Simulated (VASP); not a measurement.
## InP: single point with r2SCAN

**The experiment to reproduce.**

From a printed reference work, data compilation, for a bulk crystal of InP at 1.6 K: band gap 1.4236 eV (direct).

InP:

```
In P
1.0
     0.00000    2.95381    2.95381
     2.95381    0.00000    2.95381
     2.95381    2.95381    0.00000
In P
1 1
Direct
  0.00000 0.00000 0.00000
  0.25000 0.25000 0.25000
```

```json
{
  "Program": "VASP 6.6.1",
  "Task": "single point",
  "Functional": "r2SCAN",
  "Potentials or basis": "VASP PAW PBE potentials, release 64 (In_d, P)",
  "Cutoff": "520 eV",
  "k mesh": "8 × 8 × 8",
  "Occupations": "gaussian, width 0.01 eV",
  "Spin": "no spin polarisation",
  "Dipole correction": "no",
  "Further INCAR settings": "ALGO = Normal; EDIFF = 1e-07; NBANDS = 16"
}
```

```json
{"Pressure": "-0.1 GPa", "Band gap on the k mesh": "1.03 eV, direct"}
```

Levels at points of the mesh, in eV from the valence-band top:
```
           k point  band 5  band 6  band 7  band 8  band 9  band 10  band 11  band 12  band 13  band 14
(0.00, 0.00, 0.00)  -14.45  -11.83    0.00    0.00    0.00     1.03     4.44     4.44     4.44     9.00
(0.50, 0.00, 0.00)  -14.43  -10.11   -5.75   -0.97   -0.97     1.80     5.16     5.16     7.50     9.97
(0.50, 0.50, 0.00)  -14.41   -9.46   -5.77   -2.33   -2.33     2.04     2.55     9.73    10.15    10.15
```

Wall time 62 s on 1 thread of Intel(R) Xeon(R) Platinum 8259CL CPU @ 2.50GHz (Skylake/Cascade Lake), on a shared host, peak memory 0.19 GiB.

A measured gap of InP is 1.4236 eV (direct; 1.6 K; a printed reference work, data compilation); the calculated 1.03 eV misses it by -0.39 eV. Spin-orbit coupling on In is left out. The value is that of r2SCAN, without temperature or zero-point motion.

Caveat: the PAW data sets were made with another functional, which shifts forces and pressure a little; spin-orbit coupling is left out, which moves the levels of the heavy elements.
